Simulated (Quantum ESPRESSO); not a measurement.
**ZrC: changing the choice of potentials or basis**

The cell as given:

```yaml
crystal:
  lattice:
    - [0.00000, 2.36500, 2.36500]
    - [2.36500, 0.00000, 2.36500]
    - [2.36500, 2.36500, 0.00000]
  atoms:
    - { symbol: Zr, position: [0.50000, 0.50000, 0.50000] }
    - { symbol: C, position: [0.00000, 0.00000, 0.00000] }
```

Kept alike: task relaxation of cell and atoms; functional PBE; k mesh 10 × 10 × 10; occupations fermi-dirac, width 0.05 eV; no spin polarisation. Program: Quantum ESPRESSO. Cutoffs run from 612 to 1197 eV. The mesh is that of the run's cell of 2 atoms. No spin-orbit coupling.

| choice of potentials or basis | volume (Å³/atom) |
| --- | --- |
| Ansatz NC SR PBE | 13.056 |
| GBRV 1.5 PBE | 13.043 |
| PseudoDojo 0.4 SR PBE stringent | 13.058 |
| PseudoDojo 0.4.1 SR PBE standard | 13.058 |
| PseudoDojo 0.5 SR PBE standard | 13.058 |
| PseudoDojo 0.5 SR PBE stringent | 13.058 |
| SG15 PBE 1.2 | 13.050 |
| SPMS 1.0 PBE | 13.086 |
| SSSP 1.3 efficiency PBE | 13.042 |

The relaxations keep at least the cell's symmetry (Fm-3m). For a metal such a mesh leaves the last digits unconverged. Relaxations stop with a little pressure left, so the last digits of a volume or edge aren't settled. Runs of this series that gave no sound value for these columns are left out.

Problem. What does the choice of potentials or basis change here?

Solution. The volume runs from 13.042 (SSSP 1.3 efficiency PBE) to 13.086 Å³/atom (SPMS 1.0 PBE).
